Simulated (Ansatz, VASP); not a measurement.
# Y: VASP beside Ansatz

Contents of INCAR:

```
SYSTEM = Y
PREC     = Accurate       ! precision mode
ENCUT    = 520            ! plane-wave cutoff, eV
EDIFF    = 1E-7           ! SCF threshold, eV
ISMEAR   = -1             ! smearing method
SIGMA    = 0.1            ! smearing width, eV
LREAL    = .False.        ! projectors in reciprocal space
LASPH    = .True.         ! aspherical terms in the spheres
NELM     = 100            ! most SCF steps
ALGO     = Normal         ! electronic algorithm
ISIF     = 2              ! what is computed and relaxed
LWAVE    = .False.        ! write WAVECAR
LCHARG   = .False.        ! write CHGCAR
GGA      = RE             ! functional
NBANDS   = 12             ! bands
```

Contents of KPOINTS:

```
Automatic mesh
0
Gamma
  12 12 12
  0 0 0
```

File POSCAR:

```
Y
1.0
    0.0000000000      2.5603050175      2.5603050175
    2.5603050175      0.0000000000      2.5603050175
    2.5603050175      2.5603050175      0.0000000000
Y
1
Direct
    0.0000000000      0.0000000000      0.0000000000
```

Input for Ansatz:

```yaml
crystal:
  lattice:
    - [0.0, 2.5603050175, 2.5603050175]
    - [2.5603050175, 0.0, 2.5603050175]
    - [2.5603050175, 2.5603050175, 0.0]
  atoms:
    - { symbol: "Y", position: [0.0, 0.0, 0.0] }
hamiltonian:
  xc: revpbe
  pseudopotentials:
    kind: paw
    azcp:
      "Y": "pseudopotentials/Y.paw.azcp"
basis:
  ecutwfc: 420
  fft_grid_basis: typed
kpoints:
  mp_grid: { grid: [12, 12, 12], shift: [0, 0, 0] }
magnetization:
  spin_polarized: false
scf:
  occupations: { method: fermi_dirac, width: 0.1 }
  lower_state_search: "off"
output:
  stress: true
```

Alike in both runs: task single point; functional revPBE; k mesh 12 × 12 × 12; occupations fermi-dirac, width 0.1 eV; no spin polarisation.

|  | VASP | Ansatz |
| --- | --- | --- |
| version | VASP 6.6.1 | Ansatz 0.2.0 |
| potentials or method | VASP PAW PBE potentials, release 64 (Y_sv) | plane waves (420 eV) with PAW, scalar-relativistic |
| plane-wave cutoff (eV) | 520 | 420 |
| valence electrons in the cell | 11 | 11 |

|  | VASP | Ansatz | Ansatz less VASP |
| --- | --- | --- | --- |
| pressure (GPa) | -0.1 | 0.0 | +0.09 |

Caveats: the PAW data sets were made with another functional, which shifts forces and pressure a little (VASP).
